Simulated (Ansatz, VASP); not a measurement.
# CaAs2Pd2: VASP beside Ansatz, part 2 of 2

Aim: how closely do two programs agree when they are given the same cell, functional and k mesh? The cell is taken from a series of runs on this material, whose earlier steps may have relaxed, scaled, displaced or heated it; both programs get it as it stands.

VASP 6.6.1 and Ansatz 0.2.0.

So far: Starting point; VASP: relaxation of cell and atoms, PBEsol.

### Step 3. Ansatz: relaxation of cell and atoms, PBEsol

Level of this step: Ansatz beside VASP: Kohn-Sham DFT, plane waves, PBEsol (Ansatz).

Ansatz runs on its default PAW (the set named soft_2) files.

The same cell, functional, mesh and smearing now go to Ansatz, which takes its cutoff from its data sets.

input.yaml reads:

```yaml
crystal:
  lattice:
    - [-2.1412, 2.1412, 5.044]
    - [2.1412, -2.1412, 5.044]
    - [2.1412, 2.1412, -5.044]
  atoms:
    - { symbol: Ca, position: [0.0, 0.0, 0.0] }
    - { symbol: As, position: [0.37974732, 0.37974732, 0.0] }
    - { symbol: As, position: [0.62025268, 0.62025268, 0.0] }
    - { symbol: Pd, position: [0.75, 0.25, 0.5] }
    - { symbol: Pd, position: [0.25, 0.75, 0.5] }
kpoints:
  mp_grid: { grid: [12, 12, 12] }
hamiltonian:
  xc: pbesol
scf:
  occupations: { method: methfessel_paxton, width: 0.25 }
output:
  forces: true
  stress: true
  eigenvalues: true
  write_density: true
  write_potential: true
  elf: true
  volumetric_format: npy
relax:
  adjacent_minimum: "off"
  f_tol: 0.005
  max_steps: 60
  cell: { stress_tol: 0.03 }
```

The run is started by

```
$ ansatz run input.yaml --threads 4 --pin off --max-ram 16384MiB --backend cpu --events-out ev --progress --plain --runs-dir out
```

Numbers of over 12 decimals in the logs are rounded to 6 here.

Output:

```text
Engine: ansatz 0.2.0, aarch64-unknown-linux-gnu
Pseudopotentials: kind: paw
Pseudopotential: Ca, paw, valence charge 10, recommended cutoff 420 eV (normal), Ca.paw.azcp
Pseudopotential: As, paw, valence charge 15, recommended cutoff 420 eV (normal), As.paw.azcp
Pseudopotential: Pd, paw, valence charge 18, recommended cutoff 420 eV (normal), Pd.paw.azcp
Functional definition: PBEsol
  exchange = pbesol_x
  correlation = pbesol_c
Crystal: 5 atoms, lattice volume = 92.502 Å³
Basis set: ecut = 420 eV, 1785 PW (Γ), exchange–correlation on 80×80×80 points (8 copies of the dense FFT grid, shifted against one another)
Bands: 46, of which v1, the nominal top of the filled ones, is band 38 counted from 1 (37 counted from 0)
Symmetry: 16 space group operations
Space group: I4/mmm (ITA 139), of the structure as read, at distance tolerance 4.5e-5 Å
k-points: 163 of 1728
Non-local potential: Ca, projectors of the file, l = 0: 3, l = 1: 2, l = 2: 2
Non-local potential: As, projectors of the file, l = 0: 2, l = 1: 2, l = 2: 3, l = 3: 1
Non-local potential: Pd, projectors of the file, l = 0: 2, l = 1: 2, l = 2: 2, l = 3: 1
PAW form: soft (Blöchl's): semilocal exchange-correlation on the pseudo side does not see the compensation charge
PAW frozen core: Ca, regenerated for the run's functional, and the local potential with it (the file was generated under x = pbe(κ = 0.804, μ = 0.219515), c = pbe(β = 0.066725))
PAW frozen core: As, regenerated for the run's functional, and the local potential with it (the file was generated under x = pbe(κ = 0.804, μ = 0.219515), c = pbe(β = 0.066725))
PAW frozen core: Pd, regenerated for the run's functional, and the local potential with it (the file was generated under x = pbe(κ = 0.804, μ = 0.219515), c = pbe(β = 0.066725))
PAW one-centre angular grid: Ca, 110 points (default); XC on 64 Gauss nodes
PAW one-centre angular grid: As, 590 points (default); XC on 64 Gauss nodes
PAW one-centre angular grid: Pd, 590 points (default); XC on 64 Gauss nodes
Initial density: superposition of atomic densities (neutral atoms: chi_scale 0, normalization atom), corrected by the library's trained network
Initial wavefunctions: pseudopotential atomic-orbital guess
Functional: x = pbesol(κ = 0.804, μ = 0.123457), c = pbesol(β = 0.046)
SCF iter   1: F=—  HF=-25236.909386 eV  |F-HF|=—  |Δ(HF+E_count)|=         —  Δρ=6.07e-3  dr2=3.40e-2  ethr=1.77e-3  ⟨swp⟩=6.8  Hψ=29110  notcnv=0
preconditioner: auto → Kerker (q_TF=auto, 2.640 Å⁻¹)  [metal: Δε(μ)=0.013 eV  Ē_g=10.442 eV  σ=0.250 eV  W_gap=0.05  n_scr=32 (ndim 8)  ℏωp=23.8 eV  f_vac=0.000  D(μ)=1.73/eV (n_scr^D=10)]
SCF iter   2: F=—  HF=-25236.902536 eV  |F-HF|=—  |Δ(HF+E_count)|=   6.85e-3  S|Δr|=    0.00e0  Δρ=2.48e-3  dr2=6.64e-3  ethr=4.47e-5  ⟨swp⟩=2.7  Hψ=14099  notcnv=0
SCF iter   3: F=—  HF=-25236.901248 eV  |F-HF|=—  |Δ(HF+E_count)|=   1.29e-3  S|Δr|=    0.00e0  Δρ=6.68e-4  dr2=5.14e-4  ethr=8.74e-6  ⟨swp⟩=2.0  Hψ=9161  notcnv=0
SCF iter   4: F=—  HF=-25236.901187 eV  |F-HF|=—  |Δ(HF+E_count)|=   6.10e-5  S|Δr|=    0.00e0  Δρ=2.46e-4  dr2=1.15e-4  ethr=6.76e-7  ⟨swp⟩=3.0  Hψ=13752  notcnv=0
SCF iter   5: F=—  HF=-25236.901164 eV  |F-HF|=—  |Δ(HF+E_count)|=   2.25e-5  S|Δr|=    0.00e0  Δρ=1.00e-4  dr2=2.09e-5  ethr=1.51e-7  ⟨swp⟩=2.1  Hψ=11840  notcnv=0
SCF iter   6: F=—  HF=-25236.901164 eV  |F-HF|=—  |Δ(HF+E_count)|=   6.02e-8  S|Δr|=    0.00e0  Δρ=3.50e-5  dr2=2.06e-6  ethr=2.74e-8  ⟨swp⟩=2.2  Hψ=10504  notcnv=0
SCF iter   7: F=—  HF=-25236.901164 eV  |F-HF|=—  |Δ(HF+E_count)|=   6.32e-7  S|Δr|=    0.00e0  Δρ=1.45e-5  dr2=7.00e-7  ethr=2.71e-9  ⟨swp⟩=2.0  Hψ=11792  notcnv=0
SCF iter   8: F=-25236.901163 eV  HF=-25236.901164 eV  |F-HF|=5.80e-8  |Δ(HF+E_count)|=   1.57e-7  S|Δr|=    0.00e0  Δρ=4.69e-6  dr2=7.14e-8  ethr=1.32e-10  ⟨swp⟩=10.2  Hψ=50506  notcnv=0
SCF 1 converged in 8 iterations: F = -25236.901163 eV  dr2 = 7.14e-8
  greatest PAW one-centre occupation: 0.999 electrons in one spin orbital (limit 2), on the As atom at site 2 (counted from 0), in its partial waves of l = 2
relax step   1: F+E_penalty+E_count = -25236.90116345 eV  Δ(F+E_penalty+E_count) = +0.000e0 eV  max|allowed force component| = 1.962e-1 eV/Å  Δτ_max = 0.0000 Å  P = -0.009 GPa  Ω = 92.502 Å³  (8 SCF iters, dr2 threshold 1.00e-7 eV, accepted)
[...]
relax step   2: F+E_penalty+E_count = -25236.90332927 eV  Δ(F+E_penalty+E_count) = -2.166e-3 eV  max|allowed force component| = 5.115e-2 eV/Å  Δτ_max = 0.0065 Å  P = +0.084 GPa  Ω = 92.528 Å³  energy of the carried Pulay correction = -4.506e-6 eV  (4 SCF iters, dr2 threshold 5.00e-7 eV, accepted)
[...]
relax step   3: F+E_penalty+E_count = -25236.90352010 eV  Δ(F+E_penalty+E_count) = -1.908e-4 eV  max|allowed force component| = 3.179e-3 eV/Å  Δτ_max = 0.0028 Å  P = -0.019 GPa  Ω = 92.665 Å³  energy of the carried Pulay correction = -2.833e-5 eV  (5 SCF iters, dr2 threshold 1.64e-7 eV, accepted)
[...]
relax step   4: F+E_penalty+E_count = -25236.90355118 eV  Δ(F+E_penalty+E_count) = -3.109e-5 eV  max|allowed force component| = 3.192e-3 eV/Å  Δτ_max = 0.0000 Å  P = -0.019 GPa  Ω = 92.665 Å³  stress off target by 2.23e-2 GPa  SCF on the basis re-selected at this cell (its energy is not comparable with the rows above)  (6 SCF iters)
basis re-selected at this cell: Δ(F+E_penalty+E_count) = -3.109e-5 eV, ΔP = -0.000 GPa vs the last step (what re-selecting the basis moved, of the pressure what is left beyond the Pulay correction that the steps carried, after the strain that the cell walked since its last selection, with what the two solves' SCF thresholds leave and, on support functions, any second-order correction that the steps lacked; it is no m [...]
SCF converged after 6 iterations
Stability not checked: this state was not tested for a lower state beside it, because cold or Methfessel-Paxton smearing, or corrected tetrahedra, fill the levels in a way that the test cannot read (fill_not_monotonic; see scf.lower_state_search)
Free energy (F): -25236.903551 eV
Harris-Foulkes:  -25236.903551 eV  (|F-HF|=3.64e-12)
Internal energy: -25236.907830 eV  (E = F + TS)
E sigma→0 (E₀):  -25236.904621 eV
Entropy (-TS):   0.004278 eV (0.856 meV/atom)
Fermi energy:    14.100440 eV
Step filling:    the computed levels leave a gap of 0.0031 eV = 0.0 smearing widths at the electron count; against every level under it full and every level over it empty, smearing changes F+E_penalty+E_count by +1.705 meV and its σ→0 estimate by +0.636 meV
--- Per-component energies (eV) ---
  E_band       = -951.952931
  E_kinetic    = 1517.440758
  E_local      = -8905.799169  (includes V_loc(G=0)·N_el)
  E_nonlocal   = -830.329922
  E_hartree    = 4145.010388
  E_xc         = -631.038243
  E_vxc        = -754.614447  (∫ρ·V_xc dr)
  E_paw        = -11796.692989  (= ΣΔE_a)
  E_vpaw       = -268.671331  (= ΣTr[D̂ρ^β])
  E_aug_tail   = 0.000445  (compensation charges beyond the density's cutoff)
  E_ewald      = -8738.155797
  E_core_change = 2.656700  (= ΣΔE_core)
  E_smearing   = 0.004278  (= −TS)
  E_closure    = -0.000000  (closes the sum)
  Σ components = -25236.903551   (vs F -25236.903551, Δ=0.00e0)
--- Forces (eV/Å), atoms counted from 1 ---
  atom   1  Ca     0.00000000     0.00000000     0.00000000
  atom   2  As     0.00000000     0.00000000    -0.00319183
  atom   3  As     0.00000000     0.00000000     0.00319183
  atom   4  Pd     0.00000000     0.00000000     0.00000000
  atom   5  Pd     0.00000000    -0.00000000     0.00000000
  max |Σ_I F_I| component: 6.94e-18 eV/Å
--- Stress (GPa, compression-positive) ---
       -0.022265       0.000000       0.000000
        0.000000      -0.022265      -0.000000
        0.000000      -0.000000      -0.013208
  P = ⅓ Tr σ = -0.0192 GPa (-0.192 kbar)
--- Band table (eV; the first three rows and the last of 163) ---
  k-point 0: bands = [... 34 lower, 12.6605, 12.6605, 12.7293, 14.5607, 14.5607, 14.8056, 15.7076, 17.4901, ... 4 higher]
  k-point 1: bands = [... 34 lower, 12.0638, 12.5604, 13.1277, 13.9387, 14.2654, 15.5886, 16.0449, 17.7016, ... 4 higher]
  k-point 2: bands = [... 34 lower, 11.5386, 12.2787, 13.3162, 13.3518, 13.8742, 16.5113, 16.5936, 17.5040, ... 4 higher]
  k-point 162: bands = [... 34 lower, 12.3355, 12.7292, 13.7099, 14.7698, 15.4777, 15.9414, 16.6927, 16.6927, ... 4 higher]
--- Relaxed structure (3 steps of the walk, 3 accepted, 1 SCFs on fresh bases) ---
  F+E_penalty+E_count = -25236.90355118 eV   max|allowed force component| = 3.192e-3 eV/Å   (the final SCF, on the basis selected at the relaxed cell)
  cell:  # Å, volume = 92.6652 Å³
    - [-2.139773, 2.139773, 5.059661]
    - [2.139773, -2.139773, 5.059661]
    - [2.139773, 2.139773, -5.059661]
  atoms:
    - { symbol: Ca, position: [0, 0, 0] }
    - { symbol: As, position: [0.378826, 0.378826, 0] }
    - { symbol: As, position: [0.621174, 0.621174, 0] }
    - { symbol: Pd, position: [0.750000, 0.250000, 0.500000] }
    - { symbol: Pd, position: [0.250000, 0.750000, 0.500000] }
```

### Step 4. Differences

Known differences besides the potentials themselves: the data sets hold 76 valence electrons in Ansatz (on its default PAW (the set named soft_2) files) and 40 in VASP; the cutoff is 420 eV in Ansatz and 500 eV in VASP; Ansatz makes its cores anew for this functional, VASP keeps those of its PBE data sets; Ansatz adds a Pulay correction to the stress that steers its cell, VASP none. Total energies have different zeros and are not compared.

Compared:

```tsv
quantity	Ansatz	VASP	difference
volume (Å³)	92.67	92.91	-0.26 %
edge a after relaxation, in the typed setting (Å)	5.896	5.903	-0.13 %
```

### Step 5. What came out

```json
{
 "difference in volume (relaxation of cell and atoms, PBEsol)": "-0.26 %"
}
```

What this shows: The difference in volume is -0.26 % (relaxation of cell and atoms, PBEsol), within the 1.2 % picked in this series as the mark of a large difference, as far as the stopping tolerances let one tell. The data sets hold unlike numbers of valence electrons (76 in Ansatz and 40 in VASP), so part of the differences comes from the potentials. How closely two codes agree says nothing of how well the functional describes the real material.

[Lines on the potential files, build, host, timing and source positions are cut from VASP's logs without a mark.]

[Logs are printed without paths, hosts, clocks, repeated set-up lines and the standing remarks that a program may print on its own settings, such as how far it seeks lower states.]

[Hosts, paths, dates, database ids (printed as entryN), source tags and the programs' standing remarks are cut or masked in the printed files.]
